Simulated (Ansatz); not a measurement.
GaN:

```
Ga N
1.0
     3.21154    0.00000    0.00000
    -1.60577    2.78127    0.00000
     0.00000    0.00000   10.35684
Ga N
4 4
Direct
  0.00000 0.00000 0.78587
  0.66667 0.33333 0.03735
  0.33333 0.66667 0.53735
  0.00000 0.00000 0.28587
  0.00000 0.00000 0.09304
  0.66667 0.33333 0.34375
  0.00000 0.00000 0.59304
  0.33333 0.66667 0.84374
```

The cell is a database's computed one.

| Item | Value |
| --- | --- |
| Program | Ansatz 0.2.0 |
| Task | single point |
| Functional | PBEsol |
| Potentials or basis | Ansatz PAW |
| Cutoff | 420 eV (not typed: the program's choice for these potentials) |
| k mesh | 10 × 10 × 3 |
| Occupations | fermi-dirac, width 0.05 eV |
| Spin | no spin polarisation |

On this cell: pressure -6.1 GPa; largest force 0.243 eV/Å; band gap on the k mesh 0.78 eV, direct.

The same run follows on a disturbed copy (atoms moved at random, drawn with an rms of 0.05 Å):

```xyz
8
Lattice="3.2115 0.0000 0.0000 -1.6058 2.7813 0.0000 0.0000 0.0000 10.3568" Properties=species:S:1:pos:R:3 pbc="T T T"
Ga   -0.0065   -0.0413    8.1187
Ga    1.6272    0.9575    0.3689
Ga   -0.0074    1.8765    5.5421
Ga   -0.0248    0.0262    2.9979
N    -0.0015    0.0265    0.9756
N     1.5940    0.9132    3.5584
N    -0.0055    0.0054    6.1549
N    -0.0768    1.8824    8.7512
```

Task: What does the disturbed cell give?

Result: The energy moves by +12.4 meV/atom; pressure -6.2 GPa; largest force 1.309 eV/Å; band gap on the k mesh 0.77 eV, direct.

Forces in eV/Å, atoms in the order of the input:
```
Ga  -0.942  0.844  0.339
Ga  -0.135 -0.063  0.155
Ga   0.017 -0.143  0.232
Ga   0.224 -0.459 -0.811
N    0.219  0.009 -0.113
N   -0.189  0.429  0.652
N   -0.077  0.165 -0.669
N    0.883 -0.783  0.216
```

Stress tensor (GPa, compression positive):
```
 -7.16  -2.14   1.87
 -2.14 -10.64   0.18
  1.87   0.18  -0.69
```

Caveats: odd divisions of the mesh miss points on the zone boundary, where band edges often lie, so the gap on the mesh can be too wide; the PAW data sets come from PBE, with cores solved anew for the run's functional, which leaves a small shift of forces and pressure.

